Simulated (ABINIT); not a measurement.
# Pd (Fm-3m) in ABINIT: settings compared

The runs below take Pd through equation of state, band structure, with RPBE, AM05, LDA.

Program: ABINIT 10.8.3 (patched build). These are calculated values, not measurements. Logs are shortened: lines on timing, memory, paths and dates and some standing lists are left out, and cuts for length are marked. The log counts tension as positive stress, the text compression.

## Step 1: The crystal as given

It takes space group Fm-3m (No. 225, cubic). Conventional cell: a = 3.893 Å, b = 3.893 Å, c = 3.893 Å, α = 90.00°, β = 90.00°, γ = 90.00°. Pd (site symmetry m-3m) has 12 Pd at 2.75 Å as nearest neighbours.

## Step 2: Equation of state, RPBE

run.abi reads:

```
# Datasets: one volume each
ndtset 7
getwfk -1
scalecart1 3*0.9795861087
scalecart2 3*0.9864848297
scalecart3 3*0.9932883884
scalecart4 3*1.0000000000
scalecart5 3*1.0066227096
scalecart6 3*1.0131594038
scalecart7 3*1.0196128224

# Pseudopotentials
pp_dirpath "./"
pseudos "Pd.GGA_PBE-JTH.xml"

# Structure
acell 3*1.0 Angstrom
rprim
     0.0000000000     1.9465000000     1.9465000000
     1.9465000000     0.0000000000     1.9465000000
     1.9465000000     1.9465000000     0.0000000000
ntypat 1
znucl 46
natom 1
typat 1
xred
     0.0000000000     0.0000000000     0.0000000000

# Plane-wave basis
ecut 23.0
pawecutdg 45.0

# k points
kptopt 1
ngkpt 12 12 12
nshiftk 1
shiftk 0.0 0.0 0.0

# Exchange and correlation
ixc 15

# Bands and occupations
nband 13
occopt 3
tsmear 0.00183747

# SCF cycle
nstep 100
tolvrs 1.0e-9

# Output
iomode 3
prtwf 1
prtden 0
prteig 0
prtebands 0
enunit 1
```

Potentials or basis: JTH PAW PBE v2.0.

Started as:

```
> abinit run.abi > log 2>&1
```

run.abo:

```text
.Version 10.8.3 of ABINIT
 DATASET    1 : space group Fm -3 m (#225); Bravais cF (face-center cubic)
================================================================================
 Values of the parameters that define the memory need for DATASET  1.
     intxc =       0    ionmov =       0      iscf =      17    lmnmax =      18
     lnmax =       6     mgfft =      24  mpssoang =       3    mqgrid =    3001
     natom =       1  nloc_mem =       2    nspden =       1   nspinor =       1
    nsppol =       1      nsym =      48    n1xccc =       1    ntypat =       1
    occopt =       3   xclevel =       2
       mpw =         516          nfft =       13824          nkpt =          72
 PAW method is used; the additional fine FFT grid is defined by:
   mgfftf=        32    nfftf =     32768
================================================================================
================================================================================
[... 71 lines left out ...]
 DATASET    7 : space group Fm -3 m (#225); Bravais cF (face-center cubic)
================================================================================
 Values of the parameters that define the memory need for DATASET  7.
     intxc =       0    ionmov =       0      iscf =      17    lmnmax =      18
     lnmax =       6     mgfft =      24  mpssoang =       3    mqgrid =    3001
     natom =       1  nloc_mem =       2    nspden =       1   nspinor =       1
    nsppol =       1      nsym =      48    n1xccc =       1    ntypat =       1
    occopt =       3   xclevel =       2
       mpw =         564          nfft =       13824          nkpt =          72
 PAW method is used; the additional fine FFT grid is defined by:
   mgfftf=        36    nfftf =     46656
================================================================================
================================================================================

--------------------------------------------------------------------------------
------------- Echo of variables that govern the present computation ------------
--------------------------------------------------------------------------------
 -outvars: echo values of preprocessed input variables --------
            acell      1.8897261259E+00  1.8897261259E+00  1.8897261259E+00 Bohr
              amu      1.06420000E+02
             ecut      2.30000000E+01 Hartree
           enunit           1
           getwfk          -1
                       outvar_i_n : Printing only first  50 k-points.
              ixc          15
           jdtset        1    2    3    4    5    6    7
                       outvar_i_n : Printing only first  50 k-points.
         kptrlatt       12    0    0      0   12    0      0    0   12
          kptrlen1     6.11493911E+01
          kptrlen2     6.15800348E+01
          kptrlen3     6.20047382E+01
          kptrlen4     6.24237018E+01
          kptrlen5     6.28371158E+01
          kptrlen6     6.32451605E+01
          kptrlen7     6.36480068E+01
[... 55 lines left out ...]
 chkinp: Checking input parameters for consistency, jdtset=   2.
[... 40 lines left out ...]
 getcut: wavevector=  0.0000  0.0000  0.0000  ngfft=  32  32  32
         ecut(hartree)=     45.000   => boxcut(ratio)=   2.07954

--- Pseudopotential description ------------------------------------------------
- pspini: atom type   1  psp file is ./Pd.GGA_PBE-JTH.xml
 Pseudopotential format is: paw10
 basis_size (lnmax)=  6 (lmn_size= 18), orbitals=   0   0   1   1   2   2
 Spheres core radius: rc_sph= 2.51164926
 Shapefunction is SIN type: shapef(r)=[sin(pi*r/rshp)/(pi*r/rshp)]**2
 Radius for shape functions =  2.51164926
 Compensation charge density is not taken into account in XC energy/potential

   8.19652814E+02                                ecore*ucvol(ha*bohr**3)
--------------------------------------------------------------------------------

[... 1121 lines left out ...]
 getcut: wavevector=  0.0000  0.0000  0.0000  ngfft=  36  36  36
         ecut(hartree)=     45.000   => boxcut(ratio)=   2.24764

 getcut : COMMENT -
  Note that boxcut > 2.2 ; recall that boxcut=Gcut(box)/Gcut(sphere) = 2
  is sufficient for exact treatment of convolution.
  Such a large boxcut is a waste : you could raise ecut
  e.g. ecut=   56.833923 Hartrees makes boxcut=2

--------------------------------------------------------------------------------

-inwffil : will read wavefunctions from disk file runo_DS6_WFK.nc

================================================================================
[... 154 lines left out ...]
-Cartesian components of stress tensor (GPa)         [Pressure=  8.0554E-01 GPa]
- sigma(1 1)= -8.05542071E-01  sigma(3 2)=  0.00000000E+00
- sigma(2 2)= -8.05542071E-01  sigma(3 1)=  0.00000000E+00
- sigma(3 3)= -8.05542071E-01  sigma(2 1)=  0.00000000E+00

== END DATASET(S) ==============================================================
================================================================================

 -outvars: echo values of variables after computation  --------
            acell      1.8897261259E+00  1.8897261259E+00  1.8897261259E+00 Bohr
           etotal1    -1.2871678414E+02
           etotal2    -1.2871837238E+02
           etotal3    -1.2871959897E+02
           etotal4    -1.2872051803E+02
           etotal5    -1.2872115951E+02
           etotal6    -1.2872155015E+02
           etotal7    -1.2872169893E+02
            fcart1    -0.0000000000E+00 -0.0000000000E+00 -0.0000000000E+00
            fcart2    -0.0000000000E+00 -0.0000000000E+00 -0.0000000000E+00
            fcart3    -0.0000000000E+00 -0.0000000000E+00 -0.0000000000E+00
            fcart4    -0.0000000000E+00 -0.0000000000E+00 -0.0000000000E+00
            fcart5    -0.0000000000E+00 -0.0000000000E+00 -0.0000000000E+00
            fcart6    -0.0000000000E+00 -0.0000000000E+00 -0.0000000000E+00
            fcart7    -0.0000000000E+00 -0.0000000000E+00 -0.0000000000E+00
            rprim1     0.0000000000E+00  1.9067643606E+00  1.9067643606E+00
                       1.9067643606E+00  0.0000000000E+00  1.9067643606E+00
                       1.9067643606E+00  1.9067643606E+00  0.0000000000E+00
[... 17 lines left out ...]
                       1.9846763588E+00  1.9846763588E+00  0.0000000000E+00
           strten1    -8.9296146786E-04 -8.9296146786E-04 -8.9296146786E-04
                       0.0000000000E+00  0.0000000000E+00  0.0000000000E+00
           strten2    -6.9893866587E-04 -6.9893866587E-04 -6.9893866587E-04
                       0.0000000000E+00  0.0000000000E+00  0.0000000000E+00
           strten3    -5.3085191830E-04 -5.3085191830E-04 -5.3085191830E-04
                       0.0000000000E+00  0.0000000000E+00  0.0000000000E+00
           strten4    -3.8717863312E-04 -3.8717863312E-04 -3.8717863312E-04
                       0.0000000000E+00  0.0000000000E+00  0.0000000000E+00
           strten5    -2.5285650279E-04 -2.5285650279E-04 -2.5285650279E-04
                       0.0000000000E+00  0.0000000000E+00  0.0000000000E+00
           strten6    -1.3581482860E-04 -1.3581482860E-04 -1.3581482860E-04
                       0.0000000000E+00  0.0000000000E+00  0.0000000000E+00
           strten7    -2.7379818478E-05 -2.7379818478E-05 -2.7379818478E-05
                       0.0000000000E+00  0.0000000000E+00  0.0000000000E+00
 Calculation completed.
```

Run time: 2.9 min. Hardware: 1 thread of Arm Neoverse V2, shared host; peak memory 0.16 GiB.

What came out:

| Quantity | Value |
| --- | --- |
| Equilibrium volume | 15.71 Å³/atom (rough: see the caveat) |
| Bulk modulus | 158 GPa (rough) |

Energy against volume, from the lowest point:
| volume (Å³/atom) | energy (meV/atom) |
| --- | --- |
| 13.865 | 133.74 |
| 14.160 | 90.52 |
| 14.455 | 57.14 |
| 14.750 | 32.13 |
| 15.045 | 14.68 |
| 15.340 | 4.05 |
| 15.635 | 0.00 |

Caveat: pressures at fixed basis lie under the slope of the energies; the minimum lies outside the volumes run; the PAW data sets were made with another functional, which shifts forces and pressure a little.

## Step 3: Band structure, AM05

run.abi reads:

```
# Datasets: ground state, then fixed potential
ndtset 2

# Pseudopotentials
pp_dirpath "./"
pseudos "Pd.GGA_PBE-JTH.xml"

# Structure
acell 3*1.0 Angstrom
rprim
     0.0000000000     1.9465000000     1.9465000000
     1.9465000000     0.0000000000     1.9465000000
     1.9465000000     1.9465000000     0.0000000000
ntypat 1
znucl 46
natom 1
typat 1
xred
     0.0000000000     0.0000000000     0.0000000000

# Plane-wave basis
ecut 625.861884 eV
pawecutdg 45.0

# Exchange and correlation
ixc -120135

# Bands and occupations
occopt 3
tsmear 0.05 eV

# SCF cycle
nstep 100

# Output
iomode 3
prtwf 0
prteig 0
prtebands 0
prtden1 1
prtvha1 1
prtvclmb1 1
prtpot1 1

# Dataset 1
kptopt1 1
ngkpt1 12 12 12
nshiftk1 1
shiftk1 0.0 0.0 0.0
nband1 13
tolvrs1 1.0e-9

# Dataset 2: bands along G-X-W-K-G-L-U-W-L-K
iscf2 -2
getden2 1
nband2 17
nbdbuf2 2
tolwfr2 1.0e-12
kptopt2 -9
ndivsm2 8
prteig2 1
kptbounds2
     0.0000000000     0.0000000000     0.0000000000
     0.5000000000     0.0000000000     0.5000000000
     0.5000000000     0.2500000000     0.7500000000
     0.3750000000     0.3750000000     0.7500000000
     0.0000000000     0.0000000000     0.0000000000
     0.5000000000     0.5000000000     0.5000000000
     0.6250000000     0.2500000000     0.6250000000
     0.5000000000     0.2500000000     0.7500000000
     0.5000000000     0.5000000000     0.5000000000
     0.3750000000     0.3750000000     0.7500000000
```

Potentials or basis: JTH PAW PBE v2.0.

Started as:

```
> abinit run.abi > log 2>&1
```

Run time: 59 s. Hardware: 1 thread of Arm Neoverse V2, shared host; peak memory 0.12 GiB.

It converged, with:

```yaml
Free_energy: -3504.0144 eV
Pressure: -3.9 GPa
Band_gap_on_the_k_mesh: none (metal or under the smearing width)
Valence_electrons_inside_the_program's_atomic_spheres: Pd 16.91 (radii [1.3291] Å)
```

Levels at the corners of the path, in eV from the Fermi level:
| point | band 5 | band 6 | band 7 | band 8 | band 9 | band 10 | band 11 | band 12 | band 13 | band 14 |
| --- | --- | --- | --- | --- | --- | --- | --- | --- | --- | --- |
| Γ | -7.25 | -2.84 | -2.84 | -2.84 | -1.20 | -1.20 | 17.06 | 21.88 | 21.88 | 21.88 |
| X | -5.42 | -5.13 | -0.02 | 0.31 | 0.31 | 3.31 | 10.66 | 13.15 | 13.15 | 21.22 |
| W | -4.34 | -3.39 | -3.39 | -1.30 | 0.31 | 8.87 | 8.87 | 10.28 | 11.54 | 25.63 |
| K | -4.75 | -4.16 | -1.97 | -0.93 | -0.15 | 7.08 | 8.04 | 10.73 | 15.86 | 20.23 |
| Γ | -7.25 | -2.84 | -2.84 | -2.84 | -1.20 | -1.20 | 17.06 | 21.88 | 21.88 | 21.88 |
| L | -5.34 | -2.88 | -2.88 | 0.00 | 0.00 | 0.97 | 7.26 | 16.41 | 21.04 | 21.04 |
| U | -4.75 | -4.16 | -1.97 | -0.93 | -0.15 | 7.08 | 8.04 | 10.73 | 15.86 | 20.23 |
| W | -4.34 | -3.39 | -3.39 | -1.30 | 0.31 | 8.87 | 8.87 | 10.28 | 11.54 | 25.63 |
| L | -5.34 | -2.88 | -2.88 | 0.00 | 0.00 | 0.97 | 7.26 | 16.41 | 21.04 | 21.04 |
| K | -4.75 | -4.16 | -1.97 | -0.93 | -0.15 | 7.08 | 8.04 | 10.73 | 15.86 | 20.23 |

Caveat: the PAW data sets were made with another functional, which shifts forces and pressure a little.

## Step 4: Equation of state, LDA

run.abi reads:

```
ndtset 7
getwfk -1
scalecart1 3*0.9795861087
scalecart2 3*0.9864848297
scalecart3 3*0.9932883884
scalecart4 3*1.0000000000
scalecart5 3*1.0066227096
scalecart6 3*1.0131594038
scalecart7 3*1.0196128224

pp_dirpath "./"
pseudos "Pd.hgh"

acell 3*1.0 Angstrom
rprim
     0.0000000000     1.9465000000     1.9465000000
     1.9465000000     0.0000000000     1.9465000000
     1.9465000000     1.9465000000     0.0000000000
ntypat 1
znucl 46
natom 1
typat 1
xred
     0.0000000000     0.0000000000     0.0000000000

ecut 19.0

kptopt 1
ngkpt 12 12 12
nshiftk 1
shiftk 0.0 0.0 0.0

ixc 7

nband 9
occopt 3
tsmear 0.05 eV

nstep 100
tolvrs 1.0e-10

iomode 3
prtwf 1
prtden 0
prteig 0
prtebands 0
enunit 2
```

Potentials or basis: HGH LDA.

Started as:

```
> abinit run.abi > log 2>&1
```

Wall time 32 s (1 thread of Arm Neoverse V2, shared host); peak memory 0.11 GiB.

Results (log left out):

- Equilibrium volume: 14.63 Å³/atom (rough: see the caveat)
- Bulk modulus: 220 GPa (rough)

Energy against volume, from the lowest point:
| volume (Å³/atom) | energy (meV/atom) |
| --- | --- |
| 13.865 | 33.15 |
| 14.160 | 2.46 |
| 14.455 | 5.98 |
| 14.750 | 0.00 |
| 15.045 | 11.58 |
| 15.340 | 11.52 |
| 15.635 | 43.01 |

Caveat: the cutoff is too short for stress, so the log's stress isn't used; pressures at fixed basis lie under the slope of the energies; the fit is doubtful: noisy points or a state that changes with volume; HGH potentials are hard and often keep d shells in the core, so these values are rough.
